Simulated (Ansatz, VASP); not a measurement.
**CdTe in VASP and in Ansatz**

```
CELL_PARAMETERS angstrom
0.00000 3.30869 3.30869
3.30869 0.00000 3.30869
3.30869 3.30869 0.00000
ATOMIC_POSITIONS crystal
Cd 0.00000 0.00000 0.00000
Te 0.25000 0.25000 0.25000
```

Alike in both runs: task single point; functional r2SCAN; k mesh 10 × 10 × 10; occupations gaussian, width 0.02 eV; no spin polarisation.

|  | VASP | Ansatz |
| --- | --- | --- |
| version | VASP 6.6.1 | Ansatz 0.2.0 |
| potentials or method | VASP PAW PBE potentials, release 64 (Cd, Te) | scalar-relativistic, plane waves, PAW |
| plane-wave cutoff (eV) | 520 | 500 |
| valence electrons in the cell | 18 | 36 |

VASP gave:

| Item | Value |
| --- | --- |
| gap on the k mesh at the Fermi level (eV) | 1.07 |
| least direct gap on the mesh (eV) | 1.07 |
| pressure (GPa) | -0.9 |

Problem. What did Ansatz give for the same quantities?

Solution. gap on the k mesh at the Fermi level (eV): 1.08; least direct gap on the mesh (eV): 1.08; pressure (GPa): -1.0.

The two sets of potentials don't hold the same shells in valence.

Caveats: the PAW data sets were made with another functional, which shifts forces and pressure a little (VASP); spin-orbit coupling is left out, which moves the levels of the heavy elements.
